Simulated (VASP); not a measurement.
# CaO (Lime) (Fm-3m) in VASP: settings compared, part 2 of 3

VASP 6.6.1.

**3. Dielectric tensor, PBE**

File INCAR:

```
ALGO     = Normal         # electronic algorithm
EDIFF    = 1E-8           # SCF threshold, eV
ENCUT    = 600            # plane-wave cutoff, eV
GGA      = PE             # functional
ISIF     = 2              # what is computed and relaxed
ISMEAR   = 0              # smearing method
LASPH    = True           # aspherical terms in the spheres
LCHARG   = False          # write CHGCAR
LEPSILON = True           # dielectric tensor by DFPT
LREAL    = False          # projectors in reciprocal space
LWAVE    = False          # write WAVECAR
NELM     = 80             # most SCF steps
PREC     = Accurate       # precision mode
SIGMA    = 0.03           # smearing width, eV
```

File KPOINTS:

```
k-points
0
Monkhorst-Pack
  16 16 16
```

File POSCAR:

```
CaO                                     
1.0
    0.0000000000      2.4189296724      2.4189296724
    2.4189296724      0.0000000000      2.4189296724
    2.4189296724      2.4189296724      0.0000000000
  Ca              O             
     1     1
Direct
     0.0000000000000000    0.0000000000000000    0.0000000000000000
     0.5000000000000000    0.5000000000000000    0.5000000000000000
```

Potentials or basis: VASP PAW PBE potentials, release 64 (Ca_sv, O).

Launch:

```console
cat potpaw_PBE.64/Ca_sv/POTCAR potpaw_PBE.64/O/POTCAR > POTCAR
mpirun -np 1 vasp_std > vasp.out
```

OUTCAR:

```text
EDIFF = 1E-8
   ENCUT = 600
   GGA = PE
   ISIF = 2
   ISMEAR = 0
   LASPH = True
   LEPSILON = True
   LREAL = False
   NELM = 80
   PREC = Accurate

 ion  position               nearest neighbor table
   1  0.000  0.000  0.000-   2 2.42   2 2.42   2 2.42   2 2.42   2 2.42   2 2.42
   2  0.500  0.500  0.500-   1 2.42   1 2.42   1 2.42   1 2.42   1 2.42   1 2.42

  LATTYP: Found a face centered cubic cell.
 ALAT       =     4.8378593448

  Lattice vectors:

 A1 = (   0.0000000000,   2.4189296724,   2.4189296724)
 A2 = (   2.4189296724,   0.0000000000,   2.4189296724)
 A3 = (   2.4189296724,   2.4189296724,   0.0000000000)

Analysis of symmetry for initial positions (statically):
=====================================================================
 Subroutine PRICEL returns:
 Original cell was already a primitive cell.

 Routine SETGRP: Setting up the symmetry group for a
 face centered cubic supercell.

 Subroutine GETGRP returns: Found 48 space group operations
 (whereof 48 operations were pure point group operations)
 out of a pool of 48 trial point group operations.

The static configuration has the point symmetry O_h .

Analysis of symmetry for dynamics (positions and initial velocities):
=====================================================================
 Subroutine PRICEL returns:
 Original cell was already a primitive cell.

 Routine SETGRP: Setting up the symmetry group for a
 face centered cubic supercell.

 Subroutine GETGRP returns: Found 48 space group operations
 (whereof 48 operations were pure point group operations)
 out of a pool of 48 trial point group operations.

The dynamic configuration has the point symmetry O_h .
[... 539 lines left out ...]

 HEAD OF MICROSCOPIC STATIC DIELECTRIC TENSOR (INDEPENDENT PARTICLE, excluding Hartree and local field effects)
 ------------------------------------------------------
           3.909016    -0.000000     0.000000
           0.000000     3.909016    -0.000000
          -0.000000     0.000000     3.909016
 ------------------------------------------------------

 Free energy of the ion-electron system (eV)
  ---------------------------------------------------
  ---------------------------------------------------
  free energy    TOTEN  =        -0.23923025 eV

  energy without entropy =       -0.23923025

------------------------ aborting loop because EDIFF is reached ----------------------------------------

--------------------------------------- Ionic step        2  -------------------------------------------

------------------------ aborting loop because EDIFF is reached ----------------------------------------

--------------------------------------- Ionic step        3  -------------------------------------------

 Free energy of the ion-electron system (eV)
  ---------------------------------------------------
  ---------------------------------------------------
  free energy    TOTEN  =        -0.23923023 eV

  energy without entropy =       -0.23923023

------------------------ aborting loop because EDIFF is reached ----------------------------------------

 PIEZOELECTRIC TENSOR FIELD DIRECTION 3  (e Angst)
 -----------------------------------------------------------------------------
    -0.00008  0.00000  0.00000           ( -0.00000  0.00000  0.00000)
     0.00000 -0.00008 -0.00000           (  0.00000 -0.00000 -0.00000)
    -0.00000  0.00000 -0.00034           (  0.00000 -0.00000 -0.00000)

 PIEZOELECTRIC TENSOR FIELD DIRECTION 3  (C/m^2)
 -----------------------------------------------------------------------------
    -0.00005  0.00000  0.00000
     0.00000 -0.00005 -0.00000
    -0.00000  0.00000 -0.00019

 MACROSCOPIC STATIC DIELECTRIC TENSOR (including local field effects in DFT)
 ------------------------------------------------------
           3.782259    -0.000000     0.000000
           0.000000     3.782259    -0.000000
           0.000000     0.000000     3.782259
 ------------------------------------------------------

 PIEZOELECTRIC TENSOR (including local field effects)  for field in x, y, z        (e  Angst)
          XX          YY          ZZ          XY          YZ          ZX
  --------------------------------------------------------------------------------
  x     0.00000     0.00000     0.00000     0.00000     0.00000     0.00000
  y     0.00000     0.00000     0.00000     0.00000     0.00000     0.00000
  z     0.00000     0.00000     0.00000     0.00000     0.00000     0.00000

 PIEZOELECTRIC TENSOR (including local field effects)  for field in x, y, z        (C/m^2)
          XX          YY          ZZ          XY          YZ          ZX
  --------------------------------------------------------------------------------
  x     0.00000     0.00000     0.00000     0.00000     0.00000     0.00000
  y     0.00000     0.00000     0.00000     0.00000     0.00000     0.00000
  z     0.00000     0.00000     0.00000     0.00000     0.00000     0.00000

 BORN EFFECTIVE CHARGES (including local field effects) (in |e|, cummulative output)
 ---------------------------------------------------------------------------------
 ion    1
    1     2.35059     0.00000     0.00000
    2     0.00000     2.35059     0.00000
    3     0.00000     0.00000     2.35059
 ion    2
    1    -2.35059     0.00000     0.00000
    2     0.00000    -2.35059     0.00000
    3     0.00000     0.00000    -2.35059
```

OSZICAR:

```text
N       E                     dE             d eps       ncg     rms          rms(c)
DAV:   1     0.141884319008E+03    0.14188E+03   -0.94096E+03  9792   0.152E+03
DAV:   2    -0.651353358378E+01   -0.14840E+03   -0.13977E+03 11188   0.354E+02
DAV:   3    -0.142434267795E+02   -0.77299E+01   -0.76617E+01 12364   0.828E+01
DAV:   4    -0.145129182514E+02   -0.26949E+00   -0.26918E+00 14384   0.141E+01
[... 11 lines left out ...]
RMM:  11    -0.239232193924E+00   -0.70200E-05   -0.12178E-05 68000   0.403E-03    0.355E-04
RMM:  12    -0.239229293883E+00    0.29000E-05   -0.65841E-06 67961   0.205E-03    0.183E-04
RMM:  13    -0.239229444143E+00   -0.15026E-06   -0.32662E-06 69107   0.104E-03    0.110E-04
RMM:  14    -0.239230447617E+00   -0.10035E-05   -0.20163E-06 67495   0.518E-04    0.219E-05
RMM:  15    -0.239230071990E+00    0.37563E-06   -0.91747E-07 63465   0.272E-04    0.379E-05
RMM:  16    -0.239230231027E+00   -0.15904E-06   -0.53785E-07 53872   0.156E-04    0.664E-06
```

stdout:

```text
POSCAR found type information on POSCAR CaO
 POSCAR found :  2 types and       2 ions
 scaLAPACK will be used
 LDA part: xc-table for (Slater+PW92), standard interpolation
 -----------------------------------------------------------------------------
|                                                                             |
|           W    W    AA    RRRRR   N    N  II  N    N   GGGG   !!!           |
[... 38 lines left out ...]
  Direction:   1
 dielectric tensor                  component  1 :     3.782     0.005    -0.005
 Linear response to external field, progress :
  Direction:   2
 dielectric tensor                  component  2 :     0.005     3.782    -0.005
 Linear response to external field, progress :
  Direction:   3
 dielectric tensor                  component  3 :     0.036    -0.036     3.782
 Born effective charges drift removed
```

Run time: 44 min. Hardware: 1 thread of Intel Xeon Platinum 8488C (Sapphire Rapids), shared host; peak memory 1.1 GiB.

Results:

```
Electronic dielectric tensor (diagonal) : 3.78
Born charges (mean of the diagonal)     : Ca +2.35; O -2.35 e
```

Levels at points of the mesh, in eV from the valence-band top:
| k point | band 4 | band 5 | band 6 | band 7 | band 8 | band 9 | band 10 | band 11 | band 12 |
| --- | --- | --- | --- | --- | --- | --- | --- | --- | --- |
| (0.03, 0.03, 0.03) | -18.48 | -15.47 | -0.02 | 0.00 | 0.00 | 4.62 | 6.19 | 6.21 | 6.21 |

Electronic dielectric tensor:
```
3.78 0.00 0.00
0.00 3.78 0.00
0.00 0.00 3.78
```

Born effective charge tensors (e):
atom 1, Ca
```
2.35 0.00 0.00
0.00 2.35 0.00
0.00 0.00 2.35
```
atom 2, O
```
-2.35  0.00  0.00
 0.00 -2.35  0.00
 0.00  0.00 -2.35
```

**4. Band structure, PBE**

This run uses another cell than the first one, of 13.61 Å³/atom, 0.961 times its volume.

File INCAR:

```
SYSTEM = CaO
PREC = Accurate
ENCUT = 520
EDIFF = 1E-7
ISMEAR = 0
SIGMA = 0.03
LREAL = .FALSE.
LASPH = .TRUE.
NELM = 80
ALGO = Fast
ISIF = 2
LWAVE = .FALSE.
LCHARG = .FALSE.
GGA = PE
KPAR = 4
```

File KPOINTS:

```
regular mesh
0
G
  6 6 6
  0 0 0
```

File POSCAR:

```
CaO                                     
1.0
    0.0000000000      2.3873311533      2.3873311533
    2.3873311533      0.0000000000      2.3873311533
    2.3873311533      2.3873311533      0.0000000000
  Ca              O             
     1     1
Direct
     0.0000000000000000    0.0000000000000000    0.0000000000000000
     0.5000000000000000    0.5000000000000000    0.5000000000000000
```

File KPOINTS_OPT:

```
explicit points
6
Reciprocal
 0.0000000000  0.0000000000  0.0000000000 1
 0.3750000000  0.3750000000  0.7500000000 1
 0.5000000000  0.5000000000  0.5000000000 1
 0.6250000000  0.2500000000  0.6250000000 1
 0.5000000000  0.2500000000  0.7500000000 1
 0.5000000000  0.0000000000  0.5000000000 1
```

Potentials or basis: VASP PAW PBE potentials, release 64 (Ca_sv, O).

Launch:

```console
cat potpaw_PBE.64/Ca_sv/POTCAR potpaw_PBE.64/O/POTCAR > POTCAR
mpirun -np 4 vasp_std > vasp.out
```

OUTCAR:

```text
SYSTEM = CaO
   PREC = Accurate
   ENCUT = 520
   EDIFF = 1E-7
   ISMEAR = 0
   LREAL = .FALSE.
   LASPH = .TRUE.
   NELM = 80
   ISIF = 2
   GGA = PE

 ion  position               nearest neighbor table
   1  0.000  0.000  0.000-   2 2.39   2 2.39   2 2.39   2 2.39   2 2.39   2 2.39
   2  0.500  0.500  0.500-   1 2.39   1 2.39   1 2.39   1 2.39   1 2.39   1 2.39

  LATTYP: Found a face centered cubic cell.
 ALAT       =     4.7746623066

  Lattice vectors:

 A1 = (   0.0000000000,   2.3873311533,   2.3873311533)
 A2 = (   2.3873311533,   0.0000000000,   2.3873311533)
 A3 = (   2.3873311533,   2.3873311533,   0.0000000000)

Analysis of symmetry for initial positions (statically):
=====================================================================
 Subroutine PRICEL returns:
 Original cell was already a primitive cell.

 Routine SETGRP: Setting up the symmetry group for a
 face centered cubic supercell.

 Subroutine GETGRP returns: Found 48 space group operations
 (whereof 48 operations were pure point group operations)
 out of a pool of 48 trial point group operations.

The static configuration has the point symmetry O_h .

Analysis of symmetry for dynamics (positions and initial velocities):
=====================================================================
 Subroutine PRICEL returns:
 Original cell was already a primitive cell.

 Routine SETGRP: Setting up the symmetry group for a
 face centered cubic supercell.

 Subroutine GETGRP returns: Found 48 space group operations
 (whereof 48 operations were pure point group operations)
 out of a pool of 48 trial point group operations.

The dynamic configuration has the point symmetry O_h .

 Subroutine INISYM returns: Found 48 space group operations
 (whereof 48 operations are pure point group operations),
 and found     1 'primitive' translations

----------------------------------------------------------------------------------------

                                     Primitive cell

  volume of cell :      27.2125

[... 111 lines left out ...]
 RMM-DIIS sequential band-by-band and
 Gauss-broadening in eV      SIGMA  =   0.03
  energy-cutoff  :      520.00
  volume of cell :       27.21
 maximum number of plane-waves:       754
 NGX is ok and might be reduce to    28
   NGX = 13   NGY = 13   NGZ = 13

 number of electron      15.9999997 magnetization

 Free energy of the ion-electron system (eV)
  ---------------------------------------------------
  ext. energy  EPLUGINS =         0.00000000
  ---------------------------------------------------
  free energy    TOTEN  =       -12.78877614 eV

  energy without entropy =      -12.78877614  energy(sigma->0) =      -12.78877614

 E-fermi :   2.6866     XC(G=0): -10.5728

 val. band max:        2.4638956010   @ k =   0.0000   0.0000   0.0000
 cond. band min:       6.0927622863   @ k =   0.5000   0.5000   0.0000
 fundamental gap:      3.6288666853
 Fermi energy:         2.6865794898

 k-point     1 :       0.0000    0.0000    0.0000
  band No.  band energies     occupation
      1     -35.0922      2.00000
      2     -15.8411      2.00000
      3     -15.8411      2.00000
      4     -15.8411      2.00000
      5     -13.1073      2.00000
      6       2.4639      2.00000
      7       2.4639      2.00000
      8       2.4639      2.00000
      9       7.3404      0.00000
     10       8.7378      0.00000
     11       8.7378      0.00000
     12       8.7378      0.00000
[... 211 lines left out ...]
 k-point    16 :      -0.3333    0.5000    0.1667
  band No.  band energies     occupation
      1     -34.9455      2.00000
      2     -16.3869      2.00000
      3     -16.2576      2.00000
      4     -16.1867      2.00000
      5     -12.5453      2.00000
      6       1.2566      2.00000
      7       1.3672      2.00000
      8       1.6538      2.00000
      9       7.5160      0.00000
     10      10.2277      0.00000
     11      10.9419      0.00000
     12      12.2818      0.00000

------------------------ aborting loop because EDIFF is reached ----------------------------------------

  FORCE on cell =-STRESS in cart. coord.  units (eV):
  Direction    XX          YY          ZZ          XY          YZ          ZX
  --------------------------------------------------------------------------------------
  -------------------------------------------------------------------------------------
  Total        0.7904805      0.7904805      0.7904805      0.0000000      0.0000000      0.0000000
  in kB       46.5407925     46.5407925     46.5407925      0.0000000      0.0000000      0.0000000
  external PRESSURE =      46.5407925 kB  Pullay stress =       0.0000000 kB

 VOLUME and BASIS-vectors are now :
 -----------------------------------------------------------------------------
  energy-cutoff  :      520.00
  volume of cell :       27.21
      direct lattice vectors                 reciprocal lattice vectors
     0.000000000  2.387331153  2.387331153    -0.209438896  0.209438896  0.209438896
     2.387331153  0.000000000  2.387331153     0.209438896 -0.209438896  0.209438896
     2.387331153  2.387331153  0.000000000     0.209438896  0.209438896 -0.209438896

 POSITION                                       TOTAL-FORCE (eV/Angst)
 -----------------------------------------------------------------------------------
      0.00000      0.00000      0.00000         0.000000      0.000000      0.000000
      2.38733      2.38733      2.38733        -0.000000     -0.000000     -0.000000
 -----------------------------------------------------------------------------------
    total drift:                                0.000000      0.000000      0.000000

  FREE ENERGIE OF THE ION-ELECTRON SYSTEM (eV)
  ---------------------------------------------------
  free  energy   TOTEN  =       -12.7887761391 eV

  energy  without entropy=      -12.7887761391  energy(sigma->0) =      -12.78877614
```

OSZICAR:

```text
N       E                     dE             d eps       ncg     rms          rms(c)
DAV:   1     0.128751073674E+03    0.12875E+03   -0.86853E+03   384   0.135E+03
DAV:   2    -0.790074343860E+01   -0.13665E+03   -0.12989E+03   452   0.333E+02
DAV:   3    -0.143122440112E+02   -0.64115E+01   -0.63639E+01   492   0.740E+01
[... 21 lines left out ...]
   1 F= -.12788776E+02 E0= -.12788776E+02  d E =-.276973E-27
       N       E                     dE             ncg
DAV:   1     0.390725381286E+01   -0.34468E+04      144
DAV:   2    -0.805162162032E+03   -0.80907E+03      168
DAV:   3    -0.842127625302E+03   -0.36965E+02      172
DAV:   4    -0.843403918582E+03   -0.12763E+01      224
DAV:   5    -0.843445899265E+03   -0.41981E-01      176
DAV:   6    -0.843446198268E+03   -0.29900E-03      204
DAV:   7    -0.843446199935E+03   -0.16678E-05      184
DAV:   8    -0.843446199962E+03   -0.26562E-07      124
```

It took 13 s on 4 MPI ranks of Intel Xeon Platinum 8488C (Sapphire Rapids), shared host; peak memory 0.15 GiB.

Results:

* Free energy: -12.7888 eV
* Pressure: 4.7 GPa
* Band gap on the k mesh: 3.63 eV, indirect (least direct gap 4.00 eV)
* Band gap along the path: 3.63 eV, indirect (least direct gap 4.00 eV)

A hybrid or GW would open this gap; PBE tends to underestimate it.

[end of part 2 of 3]
